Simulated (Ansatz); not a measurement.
# C under changes of volume

One of the cells (5.672 Å³/atom); the others are scaled copies at fixed shape and fractional positions:

```
CELL_PARAMETERS angstrom
2.52210 0.00000 0.00000
-1.26105 2.18420 0.00000
0.00000 0.00000 8.23710
ATOMIC_POSITIONS crystal
C 0.66667 0.33333 0.84375
C 0.33333 0.66667 0.34375
C 0.66667 0.33333 0.65625
C 0.33333 0.66667 0.15625
C 0.00000 0.00000 0.90625
C 0.00000 0.00000 0.40625
C 0.00000 0.00000 0.59375
C 0.00000 0.00000 0.09375
```

This is a hexagonal form of diamond, not graphite.

| Property | Result |
| --- | --- |
| Program | Ansatz 0.2.0 |
| Functional | RPBE |
| Dispersion | D3(BJ) |
| Potentials or basis | Ansatz PAW |
| Cutoff | 420 eV (not typed: the program's choice for these potentials) |
| k mesh | 12 × 12 × 4 |
| Occupations | fermi-dirac, width 0.05 eV |
| Spin | no spin polarisation |

| volume (Å³/atom) | energy over the lowest point (meV/atom) | pressure (GPa) | gap on the mesh (eV) | largest force (eV/Å) |
| --- | --- | --- | --- | --- |
| 5.332 | 11.74 | 18.7 | 4.56 | 0.380 |
| 5.445 | 2.33 | 8.1 | 4.51 | 0.365 |
| 5.559 | 0.00 | -1.5 | 4.47 | 0.350 |
| 5.672 | 4.16 | -10.2 | 4.42 | 0.337 |
| 5.785 | 14.20 | -18.1 | 4.38 | 0.324 |
| 5.899 | ? | ? | ? | ? |
| 6.012 | 49.76 | -31.7 | 4.29 | 0.299 |

Q: What does the run at 5.899 Å³/atom give?

A: Energy over the lowest point 29.57 meV/atom; pressure -25.2 GPa; gap on the mesh 4.34 eV; largest force 0.311 eV/Å.

Worked out: A Birch-Murnaghan fit of order 3 (a polynomial in V^(-2/3)) to the other rows has its minimum at 5.54 Å³/atom with B0 = V·E''(V) = 454 GPa and B' = 3.8 at fixed shape and positions, which overstates the stiffness. It gives 29.63 meV/atom at 5.899 Å³/atom, against the run's 29.57, and -dE/dV = -25.3 GPa, against -25.2. A straight line through the other rows of the gap, of slope -2.24 eV per unit of ln V, gives 4.33 eV, against the run's 4.34.

Energies are extrapolated to zero smearing.

Caveats: the PAW data sets come from PBE, with cores solved anew for the run's functional, which leaves a small shift of forces and pressure.

A mesh can miss the band edges.
